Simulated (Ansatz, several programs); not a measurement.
Zincblende RbBr, relaxed with PBE in Ansatz (plane waves, PAW): space group F-43m (No. 216), cubic; conventional cell a = 7.786 Å, 58.99 Å³ an atom. Rb is surrounded by 4 Br at 3.37 Å; Br is surrounded by 4 Rb at 3.37 Å. The cell was then scaled with its shape and fractional coordinates held. No spin polarisation and no zero-point or thermal motion; the cell was built from a prototype and may be hypothetical.

| V (Å³/atom) | E (meV/atom) |
| --- | --- |
| 55.454 | 6.49 |
| 57.224 | 1.65 |
| 58.994 | 0.00 |
| 62.533 | 4.34 |

Task: Pass a cubic E = c₀ + c₁u + c₂u² + c₃u³, with u = V − 58.551 Å³, through these points.

Result: c₀ = 0.14, c₁ = -0.513, c₂ = 0.451, c₃ = -0.0145 (meV and Å³).

Task: Where is the minimum, and what bulk modulus follows?

Result: dE/du = 0 at u = +0.585, so V₀ = 59.14 Å³. B = V₀ d²E/dV² = 59.14 × (2c₂ + 6c₃u) = 59.14 × 0.852 = 50 meV/Å³, and 1 meV/Å³ is 0.16022 GPa: 8 GPa. A third-order Birch-Murnaghan fit to all five points gives 59.15 Å³ and 8 GPa.

Task: Predict the energy and the pressure at the withheld volume, 60.764 Å³.

Result: With u = +2.213: E ≈ 1.06 meV and P = −dE/dV ≈ -0.20 GPa. The run gives 1.04 meV and, from its stress, -0.20 GPa.
